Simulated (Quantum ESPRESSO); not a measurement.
# CdTe: dielectric tensor and Born charges under several settings

```
Te Cd
1.0
     0.00000    3.20500    3.20500
     3.20500    0.00000    3.20500
     3.20500    3.20500    0.00000
Te Cd
1 1
Direct
  0.75000 0.75000 0.75000
  0.00000 0.00000 0.00000
```

All runs used Quantum ESPRESSO 7.5; potentials GBRV 1.5 LDA; given cell; no spin polarisation; cutoff 612 eV; occupations smeared at first, fixed for the response.

```tsv
level	k mesh (s: shifted)	ε∞ (diagonal)	Born charge of atom 1 (e)	sum of the Born charges (e)
LDA	6 × 6 × 6	16.14	-2.57	-0.27
LDA	8 × 8 × 8	?	?	?
LDA	10 × 10 × 10	10.39	-2.18	-0.02
```

Problem. What stands in the row left open?

Solution. ε∞ 11.80; Born charge of atom 1 -2.27 e; sum of the Born charges -0.07 e.

Caveats: on a mesh that holds Γ this program's dielectric tensor can be off by some percent beyond the error of the mesh.

For the row left open. Caveat: the mesh is thin for the dielectric tensor, Born charges and intensities, which usually come out too large; on a mesh that holds Γ this program's dielectric tensor can be off by some percent beyond the error of the mesh; the Born charges break their sum rule by 0.07 e, a sign of too thin a mesh.
